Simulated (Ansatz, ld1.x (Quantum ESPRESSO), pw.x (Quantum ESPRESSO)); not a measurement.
## From atom to crystal: TM potential for molybdenum

```
Element                 : Mo (Z = 42)
Generator               : ld1.x (Quantum ESPRESSO) 7.5
Type                    : norm-conserving Troullier–Martins (Kleinman–Bylander form)
Functional              : PBE
Relativity              : scalar-relativistic
Frozen core             : [Kr]
Valence charge          : 6
Reference configuration : 4d5 5s1 5p0
Partial waves           : 5p (bound, empty): rc 2.95 bohr; 4d (bound): rc 2.20 bohr; 5s (bound): rc 3.15 bohr
Local potential         : the s channel
Core correction         : none
```

Crystal test: fcc Mo in pw.x 7.5, no spin, 14³ k-points, Fermi–Dirac smearing 0.01 Ry, cutoffs 50/200 Ry. The reference is all-electron LAPW (Ansatz 0.2.0) with the same functional, mesh and smearing; V0 and B0 come from Birch–Murnaghan fits to the pressures at five volumes. Errors are pseudo minus all-electron; Δ is the rms difference of the E(V) curves that follow from these fits, minima aligned, over ±6 % about the mean V0. Mesh and smearing are coarse, so the numbers serve the comparison and aren't converged zero-temperature values; the lattice is a test structure that the element need not adopt.

```json
{"V (Å³/atom)": "15.226", "P all-electron (GPa)": "13.93", "P pseudo (GPa)": "30.48"}
{"V (Å³/atom)": "15.626", "P all-electron (GPa)": "6.76", "P pseudo (GPa)": "21.87"}
{"V (Å³/atom)": "16.027", "P all-electron (GPa)": "0.44", "P pseudo (GPa)": "14.26"}
{"V (Å³/atom)": "16.428", "P all-electron (GPa)": "-5.13", "P pseudo (GPa)": "7.53"}
{"V (Å³/atom)": "16.828", "P all-electron (GPa)": "-10.04", "P pseudo (GPa)": "1.57"}
```

All-electron: a0 = 4.005 Å (V0 = 16.06 Å³/atom), B0 = 235.3 GPa.

Pseudopotential: mean pressure error (GPa): +13.95. The pressure does not cross zero within the volumes sampled, so no fit is given. The largest radius (3.15 bohr) exceeds half the bond length (2.67 bohr), so the spheres overlap, which is one possible source of error among others. This is a poor potential for the solid.

Problem. At the middle volume, how do free energy and pressure move when the wave cutoff is lowered (ecutrho kept at four times it)?

Solution.

| cutoff (Ry) | shift of F (meV/atom) | shift of P (GPa) |
| --- | --- | --- |
| 22 | +3355.7 | -113.38 |
| 30 | +296.4 | -18.76 |
| 40 | +4.7 | -0.66 |

Input at the middle volume:

```
&control
  calculation='scf', prefix='x', pseudo_dir='./', outdir='./tmp', tstress=.true., disk_io='none'
/
&system
  ibrav=0, nat=1, ntyp=1, ecutwfc=50, ecutrho=200, nbnd=10,
  occupations='smearing', smearing='fd', degauss=0.01
/
&electrons
  conv_thr=1e-09, mixing_beta=0.4, electron_maxstep=70
/
ATOMIC_SPECIES
Mo 1.0 Mo.UPF
CELL_PARAMETERS angstrom
  0.00000000 2.00112437 2.00112437
  2.00112437 0.00000000 2.00112437
  2.00112437 2.00112437 0.00000000
ATOMIC_POSITIONS crystal
Mo 0.0000 0.0000 0.0000
K_POINTS automatic
14 14 14 0 0 0
```

```bash
pw.x < Mo.scf.in > Mo.scf.out
```

Lines of the output:

```
Message from routine setup:
     using ibrav=0 with symmetry is DISCOURAGED, use correct ibrav instead
     lattice parameter (alat)  =       5.3480  a.u.
     unit-cell volume          =     108.1556 (a.u.)^3
     number of electrons       =         6.00
     number of Kohn-Sham states=           10
     kinetic-energy cutoff     =      50.0000  Ry
     charge density cutoff     =     200.0000  Ry
     scf convergence threshold =      1.0E-09
     Exchange-correlation= PBE
     number of k points=   104  Fermi-Dirac smearing, width (Ry)=  0.0100
     iteration #  1     ecut=    50.00 Ry     beta= 0.40
     total energy              =     -16.07113820 Ry
     estimated scf accuracy    <       0.09429939 Ry
     iteration #  2     ecut=    50.00 Ry     beta= 0.40
     total energy              =     -16.06934884 Ry
     estimated scf accuracy    <       0.01468002 Ry
     iteration #  3     ecut=    50.00 Ry     beta= 0.40
     total energy              =     -16.07165839 Ry
     estimated scf accuracy    <       0.00021008 Ry
     iteration #  4     ecut=    50.00 Ry     beta= 0.40
     total energy              =     -16.07169672 Ry
     estimated scf accuracy    <       0.00005250 Ry
     iteration #  5     ecut=    50.00 Ry     beta= 0.40
     total energy              =     -16.07170781 Ry
     estimated scf accuracy    <       0.00001145 Ry
     iteration #  6     ecut=    50.00 Ry     beta= 0.40
     total energy              =     -16.07170964 Ry
     estimated scf accuracy    <       0.00000001 Ry
     iteration #  7     ecut=    50.00 Ry     beta= 0.40
     total energy              =     -16.07170965 Ry
     estimated scf accuracy    <       0.00000004 Ry
     iteration #  8     ecut=    50.00 Ry     beta= 0.40
     total energy              =     -16.07170965 Ry
     estimated scf accuracy    <          6.7E-09 Ry
     iteration #  9     ecut=    50.00 Ry     beta= 0.40
     the Fermi energy is    13.5050 ev
!    total energy              =     -16.07170966 Ry
     estimated scf accuracy    <          7.2E-12 Ry
     smearing contrib. (-TS)   =      -0.00546040 Ry
     The total energy is F=E-TS. E is the sum of the following terms:
     one-electron contribution =       9.50503237 Ry
     hartree contribution      =       0.43882871 Ry
     xc contribution           =      -4.18653840 Ry
     ewald contribution        =     -21.82357193 Ry
     convergence has been achieved in   9 iterations
          total   stress  (Ry/bohr**3)                   (kbar)     P=      142.62
     Message from routine punch:
     Nothing written, as per user request (disk_io='none')
```

The run at the middle volume (104 k-points, 9 iterations) took about 7.1 s on one core of a shared host (Neoverse-V1, 64 threads, 503 GiB, load 28).
